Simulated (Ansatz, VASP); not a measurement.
## Zr: VASP beside Ansatz

Contents of INCAR:

```
  ALGO = Normal
  EDIFF = 1E-7
  ENCUT = 520
  GGA = PS
  ISIF = 2
  ISMEAR = -1
  LASPH = True
  LCHARG = False
  LREAL = False
  LWAVE = False
  NBANDS = 19
  NELM = 80
  PREC = Accurate
  SIGMA = 0.05
```

File KPOINTS:

```
k-points
0
Gamma
  9 9 5
```

File POSCAR:

```
Zr
1.0
    3.2745311931      0.0000000000      0.0000000000
   -1.6372655966      2.8358271987      0.0000000000
    0.0000000000      0.0000000000      5.2147314515
Zr
2
Direct
    0.6666666667      0.3333333333      0.7500000000
    0.3333333333      0.6666666667      0.2500000000
```

File input.yaml:

```yaml
crystal:
  lattice:
    - [3.2745311931, 0.0, 0.0]
    - [-1.6372655966, 2.8358271987, 0.0]
    - [0.0, 0.0, 5.2147314515]
  atoms:
    - { symbol: Zr, position: [0.6666666667, 0.3333333333, 0.75] }
    - { symbol: Zr, position: [0.3333333333, 0.6666666667, 0.25] }
hamiltonian:
  xc: pbesol
  pseudopotentials: { kind: paw }
kpoints:
  mp_grid: { grid: [9, 9, 5] }
scf:
  occupations: { method: fermi_dirac, width: 0.05 }
output:
  forces: true
  stress: true
  eigenvalues: true
```

Change from the starting cell: volume scaled by 1.04.

Alike in both runs: task single point; functional PBEsol; k mesh 9 × 9 × 5; occupations fermi-dirac, width 0.05 eV; no spin polarisation.

|  | VASP | Ansatz |
| --- | --- | --- |
| version | VASP 6.6.1 | Ansatz 0.2.0 |
| potentials or method | VASP PAW PBE potentials, release 64 (Zr_sv) | Ansatz PAW |
| plane-wave cutoff (eV) | 520 | 420 |
| valence electrons in the cell | 24 | 24 |

Ansatz gave:

| Property | Result |
| --- | --- |
| gap on the k mesh at the Fermi level (eV) | none |
| pressure (GPa) | -6.5 |
| largest component of the traceless stress (GPa) | 0.34 |

What did VASP give for the same quantities?

gap on the k mesh at the Fermi level (eV): none; pressure (GPa): -6.5; largest component of the traceless stress (GPa): 0.35.

A gap of «none» marks a metal or a gap that the smearing closes.

Caveats: the PAW data sets were made with another functional, which shifts forces and pressure a little (VASP); the PAW data sets come from PBE, with cores solved anew for the run's functional, which leaves a small shift of forces and pressure (Ansatz).
